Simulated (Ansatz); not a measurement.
Crystal: ZnSe (Stilleite).

```
Se Zn
1.0
     0.00000    2.83380    2.83380
     2.83380    0.00000    2.83380
     2.83380    2.83380    0.00000
Se Zn
1 1
Direct
  0.75000 0.75000 0.75000
  0.00000 0.00000 0.00000
```

Program: Ansatz 0.2.0. Alike in all runs: potentials or basis Ansatz PAW; cell as given.

Question: Order these runs on this cell by their band gap on the k mesh, lowest first.
A. level LDA; spin off; k mesh 8 × 8 × 8; cutoff (eV) 420; smearing fixed; mesh quality not flagged
B. level HSE06; spin SOC, no magnetisation; k mesh 4 × 4 × 4; cutoff (eV) 420; smearing fermi-dirac 0.05 eV; mesh quality coarse
C. level PBE; spin off; k mesh 8 × 8 × 8; cutoff (eV) 420; smearing gaussian 0.05 eV; mesh quality not flagged
D. level r2SCAN; spin off; k mesh 8 × 8 × 8; cutoff (eV) 500; smearing fermi-dirac 0.05 eV; points for each segment of the path 14; mesh quality not flagged

Answer: A (1.03 eV), C (1.29 eV), D (1.86 eV), B (2.30 eV).

Caveats: some runs use coarse meshes.
